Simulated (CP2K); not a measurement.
The system is Be2C.

```
CELL_PARAMETERS angstrom
3.06177 0.00000 0.00000
1.53089 2.65157 0.00000
1.53089 0.88386 2.49993
ATOMIC_POSITIONS crystal
C 0.00000 0.00000 0.00000
Be 0.75000 0.75000 0.75000
Be 0.25000 0.25000 0.25000
```

Program: CP2K 2026.2. Alike in all runs: task band structure; no spin polarisation; cell as given; k mesh 11 × 11 × 11.

Q: Order these runs on this cell by their band gap on the k mesh, lowest first.
A. level PBEsol; potentials or basis POTENTIAL_UZH C GTH-PBE-q4, Be GTH-PBE-q4; TZVP-MOLOPT-PBE-GTH basis; smearing fermi-dirac 0.01 eV; EPS_DEFAULT 1.0E-9; NGRIDS 5; points a segment of the path (NPOINTS) 10; bands added on the path 6; CUTOFF of the grids 850 Ry
B. level r2SCAN; potentials or basis POTENTIAL_UZH C GTH-SCAN-q4, Be GTH-SCAN-q4; TZVP-MOLOPT-SCAN-GTH basis; smearing fermi-dirac 0.05 eV; EPS_DEFAULT 1.0E-9; NGRIDS 4; points a segment of the path (NPOINTS) 10; bands added on the path 2; CUTOFF of the grids 1250 Ry
C. level TB-mBJ; potentials or basis POTENTIAL_UZH C GTH-PBE-q4, Be GTH-PBE-q4; TZVP-MOLOPT-PBE-GTH basis; smearing fermi-dirac 0.05 eV; EPS_DEFAULT 1.0E-10; NGRIDS 5; points a segment of the path (NPOINTS) 6; bands added on the path 4; CUTOFF of the grids 1250 Ry

A: B (1.97 eV), A (3.16 eV), C (3.68 eV).

Caveats: the basis of atomic orbitals isn't converged, which shifts pressures, moduli and gaps; this is a model potential without an energy functional, so only levels have meaning (some runs).

A k mesh can miss the band edges.

Runs at the PBE level aren't shown here.
